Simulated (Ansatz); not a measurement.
Runs of Ansatz 0.2.0 on NaCl. The structure is cubic, space group Fm-3m (No. 225). Conventional cell: a = 5.588 Å, b = 5.588 Å, c = 5.588 Å, α = 90.00°, β = 90.00°, γ = 90.00°. Cl (site symmetry m-3m) has 6 Na at 2.79 Å as nearest neighbours. Na (site symmetry m-3m) is surrounded by 6 Cl at 2.79 Å. The cell is a database's computed one.

| task | level | potentials or basis | cell | k mesh | cutoff (eV) | smearing | basis error allowed | gap on the mesh (eV) | pressure (GPa) | relaxed volume (Å³/atom) |
| --- | --- | --- | --- | --- | --- | --- | --- | --- | --- | --- |
| elastic constants | PBE | all-electron LAPW, scalar-relativistic | as given | 6 × 6 × 6 | 181 | fermi-dirac 0.05 eV | 0.001 eV/atom | 5.22 | 1.6 | - |
| Born charges and dielectric tensor | PBE | all-electron PAW datasets made for the crystal | as given | 8 × 8 × 8 | 200 | fixed | - | 5.22 | - | - |
| relaxation of cell and atoms | revPBE | all-electron LAPW, scalar-relativistic | relaxed | 8 × 8 × 8 | - | fermi-dirac 0.05 eV | 0.001 eV/atom | 5.04 | 0.0 | 24.73 |
| phonons | LDA | all-electron LAPW, scalar-relativistic | as given | 6 × 6 × 6 | 180 | fermi-dirac 0.05 eV | 0.001 eV/atom | 4.80 | - | - |
| relaxation of cell and atoms | RPBE+D3(BJ) | all-electron LAPW, scalar-relativistic | relaxed | 8 × 8 × 8 | - | fermi-dirac 0.05 eV | 0.001 eV/atom | 6.46 | 0.0 | 17.84 |
| single point | PBE | all-electron LAPW, scalar-relativistic | as given | 8 × 8 × 8 | 169 | gaussian 0.023 eV | 0.001 eV/atom | 5.22 | 1.6 | - |
| Born charges and dielectric tensor | PBEsol | all-electron PAW datasets made for the crystal | as given | 8 × 8 × 8 | 200 | fixed | - | 5.04 | - | - |
| single point | PBE | all-electron LAPW, scalar-relativistic | as given | 8 × 8 × 8 | 169 | gaussian 0.03 eV | 0.001 eV/atom | 5.22 | 1.6 | - |
| single point | PBE | all-electron LAPW, scalar-relativistic | as given | 6 × 6 × 6 | 155 | fermi-dirac 0.06 eV | 0.002 eV/atom | 5.22 | 1.6 | - |
| elastic constants | LDA | all-electron LAPW, scalar-relativistic | as given | 6 × 6 × 6 | 180 | fermi-dirac 0.05 eV | 0.001 eV/atom | 4.80 | (a) | - |
| single point | PBE | all-electron LAPW, scalar-relativistic | as given | 6 × 6 × 6 | 141 | fermi-dirac 0.02 eV | 0.004 eV/atom | 5.22 | 1.6 | - |
| band structure | BLYP | all-electron LAPW, scalar-relativistic | as given | 8 × 8 × 8 | 169 | fermi-dirac 0.05 eV | 0.001 eV/atom | (b) | 2.5 | - |

Alike in all rows: no spin polarisation.

Task: Fill in the values left out.

Result: (a) -1.8; (b) 5.25.

Caveats: the program warned that the printed levels may be off, so bands, gaps and densities of states are rough (some runs); the volume moved by over 15 % at a fixed basis, so the end points are rough (some runs).

A k mesh can miss the band edges.

The runs don't all hold the same shells in valence.
